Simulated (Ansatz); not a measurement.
## Ti2C: clamped-ion elastic tensor

Method: DFT PBEsol, scalar-relativistic, plane waves, PAW in Ansatz 0.2.0. Settings: 420 eV plane-wave cutoff, Γ-centred 18×18×18 mesh, Fermi-Dirac smearing of 0.15 eV. No spin polarisation.

Relaxed structure:
```
Ti C
1.0
     1.52670    0.88144    4.78289
    -1.52670    0.88144    4.78289
     0.00000   -1.76288    4.78289
Ti C
2 1
Direct
  0.24577 0.24577 0.24577
  0.75423 0.75423 0.75423
  0.50000 0.50000 0.50000
```

In a metal, frequencies and elastic constants depend on the k mesh and the smearing, soft modes and shear constants most.

**Question.** Give the clamped-ion elastic constants (GPa, Voigt order xx yy zz yz xz xy, on the axes of the cell above).

**Answer.**
C11 = 367.5, C12 = 105.0, C13 = 120.0, C14 = 5.3, C22 = 367.5, C23 = 120.0, C24 = -5.3, C33 = 324.9, C44 = 136.9, C55 = 136.9, C56 = 5.3, C66 = 131.2 GPa; the others vanish.

**Question.** And the moduli of a polycrystal (Hill averages)?

**Answer.** B = 194 GPa, G = 128 GPa, E = 315 GPa, ν = 0.23.

Whether Ti2C exists in this form wasn't checked.